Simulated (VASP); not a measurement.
**Mg: single point with PBE**

Crystal: Mg.

```
Mg
1.0
     0.00000    2.19844    2.19844
     2.19844    0.00000    2.19844
     2.19844    2.19844    0.00000
Mg
1
Direct
  0.00000 0.00000 0.00000
```

This isn't the form of Mg at room conditions, which is hcp.

The cell isn't the ideal one: volume scaled by 0.94.

```yaml
Program: VASP 6.6.1
Task: single point
Functional: PBE
Potentials_or_basis: VASP PAW PBE potentials, release 64 (Mg)
Cutoff: 520 eV
k_mesh: 10 × 10 × 10
Occupations: fermi-dirac, width 0.05 eV
Spin: no spin polarisation
Dipole_correction: no
Further_INCAR_settings: ALGO = Normal; EDIFF = 1e-06; NBANDS = 7
```

| Item | Value |
| --- | --- |
| Pressure | 3.4 GPa |
| Band gap on the k mesh | none (metal or under the smearing width) |

Levels at points of the mesh, in eV from the Fermi level:
| k point | band 1 | band 2 | band 3 | band 4 |
| --- | --- | --- | --- | --- |
| (0.00, 0.00, 0.00) | -7.33 | 12.77 | 12.77 | 12.77 |
| (0.50, 0.00, 0.00) | -1.91 | -1.36 | 11.62 | 11.62 |
| (0.50, 0.50, 0.00) | -0.32 | 0.77 | 6.16 | 7.29 |

It took 3.6 s on 1 thread of AMD EPYC 9R45 (Zen 5), with other jobs on the host, peak memory 0.1 GiB.
